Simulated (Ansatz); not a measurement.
A single-point run of Ansatz (plane waves, PAW) on CdS in the zincblende structure, with the lines that name the functional removed. The cell was relaxed with r2SCAN and then strained (uniaxial +2.0 % along z, other directions held), with the atoms relaxed again with r2SCAN; k points keep the names of the unstrained zone.

```
Cd S
1.0
     0.00000    2.93921    2.99800
     2.93921    0.00000    2.99800
     2.93921    2.93921    0.00000
Cd S
1 1
Direct
  0.00000 0.00000 0.00000
  0.25000 0.25000 0.25000
```

```
scf.n_extra_bands = 4 over 13 filled bands (N_el = 26.0): the run solves 17 bands
Crystal: 2 atoms, lattice volume = 51.799 Å³
Basis set: ecut = 420 eV, 975 PW (Γ)
Symmetry: 8 space group operations
Space group: I-4m2 (ITA 119)
k-points: 30 of 216 (time reversal used)
[warm-up without exact exchange]
SCF 1 stopped early in 2 iterations: F = -9157.823249 eV  dr2 = 1.34e-5
[exact exchange on]
preconditioner: auto → none  [insulator: Δε(μ)=1.996 eV  ℏωp=21.9 eV]
SCF 2 stopped early in 6 iterations: F = -9162.189995 eV  dr2 = 1.19e-6
hybrid outer 1: dexx = +8.141e-3 eV, tail = 2.38e-5 eV
SCF 3 converged in 4 iterations: F = -9162.190027 eV  dr2 = 6.18e-9
hybrid outer 2: dexx = +2.114e-7 eV, tail = 3.29e-8 eV, Δε = 2.42e-3 eV
NSCF: frozen V_eff on 6 k-points
hybrid SCF converged: 2 outer / 10 inner (+2 warm-up)
Free energy (F): -9162.190027 eV
Fermi energy:    5.698648 eV
--- Per-component energies (eV) ---
  E_band       = -582.904609
  E_kinetic    = 611.718414
  E_local      = -4079.745342
  E_nonlocal   = 62.901372
  E_hartree    = 1872.842191
  E_xc         = -218.585760
  E_vxc        = -245.126349
  E_exx        = -99.581117
  E_paw        = -4644.539884
  E_vpaw       = -479.177796
  E_ewald      = -2666.504564
  E_core_change = -0.695354
--- Stress (GPa, compression-positive) ---
       -0.776329       0.000000       0.000000
        0.000000      -0.776329       0.000000
        0.000000       0.000000      -1.232488
  P = ⅓ Tr σ = -0.9284 GPa (-9.284 kbar)
--- Band table (eV; the first three rows and the last of 30) ---
  k-point 0: bands = […, -3.0742, -2.6524, -2.6470, 5.6376, 5.6986, 5.6986, 7.7340, 13.3771, 13.3821, 13.3821]
  k-point 1: bands = […, -2.9674, -2.6517, -2.6490, 4.2043, 5.4516, 5.5032, 8.8813, 12.9826, 13.6876, 13.7189]
  k-point 2: bands = […, -2.6388, -2.6373, -2.5971, 2.2326, 5.0727, 5.1456, 9.6576, 13.4462, 13.8632, 13.9751]
  k-point 29: bands = […, -2.7752, -2.5803, -2.2115, 1.5906, 3.8775, 3.8775, 10.2438, 11.2100, 15.8410, 17.7094]
```

Levels at the listed points, from bands.tsv (eV from the Fermi energy, bands near the gap, counted from 0):
```tsv
# k_distance	band_8	band_9	band_10	band_11	band_12	band_13	band_14	band_15	band_16
# fermi_ev = 5.698648
# [0, 0, 0] at k_distance = 0.000000
# [-0.5, -0.5, 0] at k_distance = 1.047896
# [-0.375, -0.375, 0.25] at k_distance = 1.425794
# [-0.375, 0, 0.375] at k_distance = 2.078209
# [0, 0, 0.5] at k_distance = 2.730625
# [-0.5, -0.25, 0.25] at k_distance = 3.479046
# levels_relative_to = fermi_ev
0.000	-8.351	-8.346	-0.061	0.000	0.000	2.035	7.678	7.683	7.683
1.048	-8.279	-7.910	-4.108	-1.821	-1.821	4.545	5.511	10.142	12.011
1.426	-8.314	-7.790	-4.002	-2.540	-1.476	5.310	6.568	9.425	10.241
2.078	-8.310	-7.771	-3.937	-2.534	-1.555	5.195	6.477	9.540	10.177
2.731	-8.315	-7.968	-4.431	-0.802	-0.719	4.009	8.040	8.197	8.499
3.479	-8.338	-7.734	-3.929	-2.223	-2.223	6.420	6.569	8.391	9.090
```
In order the rows are Γ, X, U, K, L, W.

Task: Which level of theory was used?
A. DDH-PBE0
B. PBE0
C. HSE06
D. r2SCAN0

Result: C. HSE06. The exchange loop and the term E_exx show exact exchange. The HSE06 gap is direct at Γ: 2.04 eV. Among hybrids the size of the gap and of E_exx follows the share and range of exact exchange. The stress of a hybrid is loosely converged here. Within one family of functionals the choice rests on the size of the gap and stress, not on a line of the log.

Wall time 20 s on 1 × NVIDIA H100 80GB HBM3 with 2 threads of AMD EPYC 7R13 Processor (Zen 3), on a shared host, load about 1.4 per core; peak host memory 2.5 GiB.

The values are computed, spin-unpolarised, and not measurements.

The runs are scalar-relativistic, without spin-orbit coupling.

The meshes of the hybrids are coarse, so their gaps aren't converged to the digits shown.
